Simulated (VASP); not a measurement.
VASP 6.6.1 run: NaCl

INCAR

```
SIGMA = 0.01
ISIF = 2
EDIFF = 1E-7
LASPH = .TRUE.
ENCUT = 520
LWAVE = .FALSE.
PREC = Accurate
METAGGA = R2SCAN
NSW = 0
LCHARG = .FALSE.
NELM = 120
ISMEAR = 0
MAGMOM = 1 1
ALGO = Normal
NBANDS = 14
ISPIN = 2
LREAL = .FALSE.
IBRION = -1
```

KPOINTS

```
KPOINTS created by Atomic Simulation Environment
0
Gamma
8 8 8
0 0 0
```

POSCAR

```
Na Cl
 1.0000000000000000
     3.5609105586999998    0.0000000000000000    0.0000000000000000
     0.0000000000000000    3.5609105586999998    0.0000000000000000
     0.0000000000000000    0.0000000000000000    3.5609105586999998
 Na  Cl
   1   1
Cartesian
  0.0000000000000000  0.0000000000000000  0.0000000000000000
  1.7804552793499999  1.7804552793499999  1.7804552793499999
```

The recommended PBE PAW datasets give the neutral cell 14 valence electrons.

Command

```
mpirun -np 1 vasp_std
```

OSZICAR

```
N       E                     dE             d eps       ncg     rms          rms(c)
DAV:   1     0.953134123449E+02    0.95313E+02   -0.71883E+03  1966   0.103E+03
DAV:   2    -0.625272899384E+01   -0.10157E+03   -0.92395E+02  2166   0.275E+02
DAV:   3    -0.147597452729E+02   -0.85070E+01   -0.84430E+01  2536   0.740E+01
DAV:   4    -0.149042164573E+02   -0.14447E+00   -0.14442E+00  2242   0.104E+01
DAV:   5    -0.149073546723E+02   -0.31382E-02   -0.31381E-02  2626   0.155E+00    0.837E+00
DAV:   6    -0.133655827245E+02    0.15418E+01   -0.88531E-01  2152   0.107E+01    0.376E+00
DAV:   7    -0.134346884214E+02   -0.69106E-01   -0.96300E-02  2356   0.322E+00    0.185E+00
DAV:   8    -0.134243335549E+02    0.10355E-01   -0.60382E-02  2260   0.169E+00    0.822E-01
DAV:   9    -0.134283381362E+02   -0.40046E-02   -0.11243E-02  2098   0.130E+00    0.435E-01
DAV:  10    -0.134344903087E+02   -0.61522E-02   -0.29390E-03  2020   0.663E-01    0.965E-02
DAV:  11    -0.134347181249E+02   -0.22782E-03   -0.31735E-04  2170   0.177E-01    0.680E-02
DAV:  12    -0.134347804057E+02   -0.62281E-04   -0.12267E-04  2260   0.121E-01    0.310E-02
DAV:  13    -0.134347999120E+02   -0.19506E-04   -0.22039E-05  2248   0.550E-02    0.694E-03
DAV:  14    -0.134348033832E+02   -0.34712E-05   -0.35741E-06  2110   0.177E-02    0.196E-03
DAV:  15    -0.134348036562E+02   -0.27303E-06   -0.34431E-07  2362   0.708E-03    0.970E-04
DAV:  16    -0.134348036020E+02    0.54221E-07   -0.48568E-08  2308   0.258E-03
   1 F= -.13434804E+02 E0= -.13434804E+02  d E =-.134589E-82  mag=     0.0000
```

Standard output (part)

```
POSCAR found type information on POSCAR NaCl
 POSCAR found :  2 types and       2 ions
 LDA part: xc-table for (None), standard interpolation
 POSCAR, INCAR and KPOINTS ok, starting setup
 WAVECAR not read
 entering main loop
```

It converged. Results: pressure -2.3 GPa; magnetic moment of the cell 0.00 μB.

For comparison, a separate r²SCAN run of the intended cell, on usual settings and not on those above, gives a gap of 4.64 eV on its mesh and a pressure of -2.3 GPa.

The run above took about 2.3 min on one core of a shared host (Intel Xeon Platinum 8488C) and held 0.19 GiB at most.
